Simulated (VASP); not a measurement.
Set up this calculation in VASP 6.6.1, as the native input.

- Task: single point
- Functional: r2SCAN
- Potentials or basis: VASP PAW PBE potentials, release 64 (Sb)
- Cutoff: 520 eV
- k mesh: 6 × 6 × 6
- Occupations: gaussian, width 0.1 eV
- Spin: no spin polarisation
- Dipole correction: no
- Further INCAR settings: ALGO = Normal; EDIFF = 1e-06; NBANDS = 8

Sb:

```
Sb
1.0
    -1.87134    1.87134    1.87134
     1.87134   -1.87134    1.87134
     1.87134    1.87134   -1.87134
Sb
1
Direct
  0.00000 0.00000 0.00000
```

This isn't the form of Sb at room conditions, which is rhombohedral.

These files were run (other wordings do the same):

POSCAR

```
Sb
1.0
   -1.8713408863      1.8713408863      1.8713408863
    1.8713408863     -1.8713408863      1.8713408863
    1.8713408863      1.8713408863     -1.8713408863
Sb
1
Direct
    0.0000000000      0.0000000000      0.0000000000
```

INCAR.step1

```
SYSTEM = Sb
PREC = Accurate
ENCUT = 520
ISMEAR = 0
SIGMA = 0.1
LREAL = .FALSE.
LASPH = .TRUE.
NELM = 80
NBANDS = 8
GGA = PE
ALGO = Normal
EDIFF = 1E-4
LWAVE = .TRUE.
LCHARG = .FALSE.
```

INCAR.step2

```
SYSTEM = Sb
PREC = Accurate
ENCUT = 520
EDIFF = 1E-6
ISMEAR = 0
SIGMA = 0.1
LREAL = .FALSE.
LASPH = .TRUE.
NELM = 80
ALGO = Normal
ISIF = 2
LWAVE = .FALSE.
LCHARG = .TRUE.
METAGGA = R2SCAN
LMIXTAU = .TRUE.
LELF = .TRUE.
LVHAR = .TRUE.
NBANDS = 8
ISTART = 1
```

KPOINTS

```
Automatic mesh
0
G
  6 6 6
  0 0 0
```

Potentials or basis: VASP PAW PBE potentials, release 64 (Sb).

Launch:

```sh
$ cat potpaw_PBE.64/Sb/POTCAR > POTCAR
$ cp INCAR.step1 INCAR
$ mpirun -np 1 vasp_std > vasp.out
$ cp INCAR.step2 INCAR
$ mpirun -np 1 vasp_std > vasp.out
```

It gave:

```
Pressure               : 2.9 GPa
Band gap on the k mesh : none (metal or under the smearing width)
```

Caveat: the k mesh is coarse (spacing up to 0.40 Å⁻¹), so the values aren't converged; the PAW data sets were made with another functional, which shifts forces and pressure a little.

Wall time 31 s on 1 thread of AMD EPYC 7571, on a shared host, peak memory 0.11 GiB.
